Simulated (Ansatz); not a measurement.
Reaction (hydrogenolysis of a C–Si bond): `C[Si](C)(C)C1C=CC=C1` + H₂ → `C1=CCC=C1` + `C[SiH](C)C`

Program: Ansatz. Geometries: PBE0-D4/def2-TZVP. ΔE: electronic, gas phase. CBS: MP2 limit from def2 TZ/QZ plus the TZ coupled-cluster correction, frozen cores. This one scheme is used for every species. Functionals use def2-TZVPP. Each species was taken in one conformer, which may not be the lowest.

**Question.** Is it downhill or uphill in electronic energy at CCSD(T)/CBS, and by how much? (Estimate.)

**Answer.** The calculation gave: Uphill: ΔE = +3.9 kJ/mol.

**Question.** What do these levels give: PBE-D4, r2SCAN-D4, r2SCANh-D4, ωB97M-V, B2PLYP, revPBE, PBE0, CAM-B3LYP, HF/def2-SVP, MP2/def2-SVP, SCS-MP2/def2-TZVPP, MP2/def2-QZVPP? (An estimate is asked.)

**Answer.** Ansatz gave: PBE-D4 9.2, r2SCAN-D4 7.6, r2SCANh-D4 6.3, ωB97M-V 3.5, B2PLYP -10.5, revPBE -20.6, PBE0 -12.9, CAM-B3LYP -24.0, HF/def2-SVP -52.0, MP2/def2-SVP 12.0, SCS-MP2/def2-TZVPP 4.4, MP2/def2-QZVPP 23.0 kJ/mol.

Largest T1 diagnostic among the species: 0.011.

Leaving LDA and LC-ωPBE aside and taking each functional with its dispersion term where it has one, the values, not all of them listed here, spread over 29.3 kJ/mol, from B2PLYP to revPBE-D4. LDA lies +19.4 kJ/mol from PBE without D4. In def2-TZVPP, CCSD(T) changes the Hartree–Fock value by +52.7 kJ/mol (the triples alone add +10.8 kJ/mol) and MP2 by +72.5 kJ/mol.
